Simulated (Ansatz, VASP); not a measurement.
One calculation of Co, two programs

Contents of INCAR:

```
SYSTEM = Co
PREC = Accurate ; ENCUT = 520
EDIFF = 1E-7 ; ISMEAR = -1
SIGMA = 0.05 ; LREAL = .False.
LASPH = .True. ; NELM = 150
ALGO = Fast ; ISIF = 2
LWAVE = .False. ; LCHARG = .False.
ISPIN = 2 ; MAGMOM = 2 2
LORBIT = 11 ; LMAXMIX = 4
GGA = CA ; NBANDS = 20
```

The input KPOINTS:

```
regular mesh
0
Gamma
  12 12 7
  0 0 0
```

Contents of POSCAR:

```
Co
1.0
    2.5045299482      0.0000000000      0.0000000000
   -1.2522649741      2.1689865596      0.0000000000
    0.0000000000      0.0000000000      4.0740599388
Co
2
Direct
    0.6666666667      0.3333333333      0.7500000000
    0.3333333333      0.6666666667      0.2500000000
```

input.yaml

```yaml
crystal:
  lattice:
    - [2.5045299482, 0.0, 0.0]
    - [-1.2522649741, 2.1689865596, 0.0]
    - [0.0, 0.0, 4.0740599388]
  atoms:
    - { symbol: Co, position: [0.6666666667, 0.3333333333, 0.75], spin: 2.0 }
    - { symbol: Co, position: [0.3333333333, 0.6666666667, 0.25], spin: 2.0 }
kpoints:
  mp_grid: { grid: [12, 12, 7] }
scf:
  occupations: { method: fermi_dirac, width: 0.05 }
hamiltonian:
  xc: lda
  pseudopotentials: { kind: all_electron, lapw: { basis_error: 0.001 } }
magnetization:
  spin_polarized: true
output:
  forces: true
  stress: true
  eigenvalues: true
```

Change from the starting cell: volume scaled by 1.04.

Alike in both runs: task single point; functional LDA; k mesh 12 × 12 × 7; occupations fermi-dirac, width 0.05 eV; collinear spin.

|  | VASP | Ansatz |
| --- | --- | --- |
| version | VASP 6.6.1 | Ansatz 0.2.0 |
| potentials or method | VASP PAW LDA potentials, release 64 (Co) | all-electron LAPW, scalar-relativistic |
| plane-wave cutoff (eV) | 520 | see its input |

```tsv
	VASP	Ansatz	Ansatz less VASP
gap on the k mesh at the Fermi level (eV)	none	none	-
pressure (GPa)	-22.2	-21.5	+0.74
largest component of the traceless stress (GPa)	1.72	1.78	+0.065
net moment per atom (μB)	1.56	1.60	+0.040
size of the moment on the site where the two differ most (μB)	1.56	1.64	+0.073
```

Site moments also hang on the region over which each program counts them. A gap of «none» marks a metal or a gap that the smearing closes. Ansatz ran all-electron here, so the differences hold the error of VASP's frozen core and of both bases.

Caveats: so large a pressure means that the cell lies far from this level's equilibrium, or that cutoff or potentials fall short (VASP).
